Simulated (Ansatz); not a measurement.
Input and command of a calculation in Ansatz (plane waves; scalar-relativistic PAW potentials unless the input names others):

```yaml
crystal:
  lattice:
    - [5.0690226812, 0.0, 0.0]
    - [0.0, 5.0690226812, 0.0]
    - [0.0, 0.0, 5.0690226812]
  atoms:
    - { symbol: Pt, position: [0.0, 0.5, 0.25] }
    - { symbol: Pt, position: [0.0, 0.5, 0.75] }
    - { symbol: Pt, position: [0.25, 0.0, 0.5] }
    - { symbol: Pt, position: [0.75, 0.0, 0.5] }
    - { symbol: Pt, position: [0.5, 0.75, 0.0] }
    - { symbol: Pt, position: [0.5, 0.25, 0.0] }
    - { symbol: S, position: [0.0, 0.0, 0.0] }
    - { symbol: S, position: [0.5, 0.5, 0.5] }
basis:
  ecutwfc: 420
kpoints:
  mp_grid: { grid: [8, 8, 8] }
hamiltonian:
  xc: pbe
scf:
  occupations: { method: gaussian, width: 0.1 }
  max_iter: 60
output:
  forces: true
  eigenvalues: true
  stress: true
total_charge: -6
```

```bash
ansatz run input.yaml --threads 1 --pin off --max-ram 2560MiB --backend cpu --events-out ev --progress --plain --runs-dir out
```

Abridged log:
```
Basis set: ecut = 420 eV, 2517 PW (Γ), exchange–correlation on 72×72×72 points (8 copies of the dense FFT grid, shifted against one another)
Bands: 76, of which v1, the nominal top of the filled ones, is band 63 counted from 1 (62 counted from 0)
Symmetry: 48 space group operations
k-points: 35 of 512
SCF iter   1: F=—  HF=-76849.632367 eV  |F-HF|=—  |Δ(HF+E_count)|=         —  Δρ=2.44e-1  dr2=1.15e2  ethr=1.77e-3  ⟨swp⟩=5.1  Hψ=9583  notcnv=0  defer=21
SCF iter   2: F=—  HF=-76829.568016 eV  |F-HF|=—  |Δ(HF+E_count)|=    2.01e1  Δρ=1.05e-1  dr2=2.53e1  ethr=1.77e-3  ⟨swp⟩=3.0  Hψ=5708  notcnv=0  defer=218
SCF iter   3: F=—  HF=-76824.586772 eV  |F-HF|=—  |Δ(HF+E_count)|=    4.98e0  Δρ=2.00e-2  dr2=1.09e0  ethr=1.77e-3  ⟨swp⟩=3.2  Hψ=5153  notcnv=0  defer=217
SCF iter   4: F=—  HF=-76824.366403 eV  |F-HF|=—  |Δ(HF+E_count)|=   2.20e-1  Δρ=3.89e-3  dr2=1.34e-2  ethr=8.67e-4  ⟨swp⟩=2.1  Hψ=3524  notcnv=0  defer=238
SCF iter   5: F=—  HF=-76824.370398 eV  |F-HF|=—  |Δ(HF+E_count)|=   3.99e-3  Δρ=1.46e-3  dr2=4.40e-3  ethr=1.06e-5  ⟨swp⟩=2.0  Hψ=4678  notcnv=0  defer=238
SCF iter   6: F=—  HF=-76824.369537 eV  |F-HF|=—  |Δ(HF+E_count)|=   8.61e-4  Δρ=2.07e-4  dr2=3.91e-5  ethr=3.49e-6  ⟨swp⟩=2.0  Hψ=3388  notcnv=0  defer=238
SCF iter   7: F=—  HF=-76824.369756 eV  |F-HF|=—  |Δ(HF+E_count)|=   2.19e-4  Δρ=4.84e-5  dr2=2.59e-6  ethr=3.10e-8  ⟨swp⟩=2.0  Hψ=3687  notcnv=0  defer=238
SCF iter   8: F=-76824.369756 eV  HF=-76824.369756 eV  |F-HF|=3.04e-9  |Δ(HF+E_count)|=   1.38e-7  Δρ=7.86e-6  dr2=5.05e-8  ethr=7.94e-11  ⟨swp⟩=9.3  Hψ=13723  notcnv=0
SCF 1 converged in 8 iterations: F = -76824.369756 eV  dr2 = 5.05e-8
SCF converged after 8 iterations
Free energy (F): -76824.369756 eV
Harris-Foulkes:  -76824.369756 eV  (|F-HF|=3.04e-9)
Internal energy: -76824.355020 eV  (E = F + TS)
E sigma→0 (E₀):  -76824.362388 eV
Entropy (-TS):   -0.014736 eV (-1.842 meV/atom)
Fermi energy:    19.257374 eV
--- Forces (eV/Å), atoms counted from 1 ---
  atom   1  Pt     0.00000000     0.00000000     0.00000000
  atom   2  Pt     0.00000000     0.00000000     0.00000000
  atom   3  Pt     0.00000000     0.00000000     0.00000000
  atom   4  Pt     0.00000000     0.00000000     0.00000000
  atom   5  Pt     0.00000000     0.00000000     0.00000000
  atom   6  Pt     0.00000000     0.00000000     0.00000000
  atom   7  S      0.00000000     0.00000000     0.00000000
  atom   8  S      0.00000000     0.00000000     0.00000000
--- Stress (GPa, compression-positive) ---
       16.967559       0.000000       0.000000
        0.000000      16.967559       0.000000
        0.000000       0.000000      16.967559
  P = ⅓ Tr σ = 16.9676 GPa (169.676 kbar)
```

Problem. Find the fault.

Solution. The fault is a net charge on a solid that should be neutral, 6 electrons a cell too many, offset by a uniform background, so that energy and pressure hang on that convention (total_charge: not typed → -6, the first being the value of the sound run). Setting it back cures it. The run converged all the same, with a total energy on another zero, pressure 16.97 GPa (with the neutralising background of the charged cell), largest force 0.000 eV/Å, no gap on the mesh, so convergence alone doesn't show that an input is right. A reference run on usual settings, whose relaxation ended at this geometry, converged, and the end of its own relaxation has pressure 0.00 GPa, largest force 0.000 eV/Å, no gap on the mesh.

The run took 10 s on 1 thread of Intel(R) Xeon(R) 6975P-C (Granite Rapids), on a shared host, peak memory 0.55 GiB.